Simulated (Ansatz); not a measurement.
CuO in Ansatz: the effect of target pressure

The system is CuO.

```
Cu O
1.0
     3.42205    0.00000    0.00000
     0.00000    3.42205    0.00000
     0.00000    0.00000    4.26046
Cu O
2 2
Direct
  0.00000 0.50000 0.00000
  0.50000 0.00000 0.50000
  0.00000 0.00000 0.25000
  0.00000 0.00000 0.75000
```

Measurements of this composition are mostly on another form, of space group No. 15.

Alike in all runs:

- Program: Ansatz 0.2.0
- Task: relaxation of cell and atoms
- Functional: PBE
- Potentials or basis: Ansatz PAW
- Cutoff: 420 eV (not typed: the program's choice for these potentials)
- k mesh: 8 × 8 × 6
- Occupations: fermi-dirac, width 0.05 eV
- Spin: no spin polarisation

Each run relaxes the cell or the atoms first.

| target pressure | relaxed volume (Å³/atom) |
| --- | --- |
| 0 GPa | 11.19 |
| 2 GPa | 11.03 |
| 5 GPa | 10.81 |
| 10 GPa | 10.49 |
| 20 GPa | ? |
| 30 GPa | 9.52 |

**Question.** What does the run with target pressure 20 GPa give?

**Answer.** Relaxed volume 9.96 Å³/atom.

Worked out: In Murnaghan's law V^(-B') rises as a straight line in P. The other rows fit best with B' = 3.5, V0 = 11.19 Å³/atom and B0 = 138 GPa, which gives 9.95 Å³/atom at 20 GPa, against the run's 9.96.

Caveats: the plane-wave basis is chosen anew once the cell has moved, so the energies of steps on either side of that aren't comparable; the run has no spin polarisation, though such a crystal can be magnetic; the volume moved by over 15 % at a fixed basis, so the end points are rough (some runs).
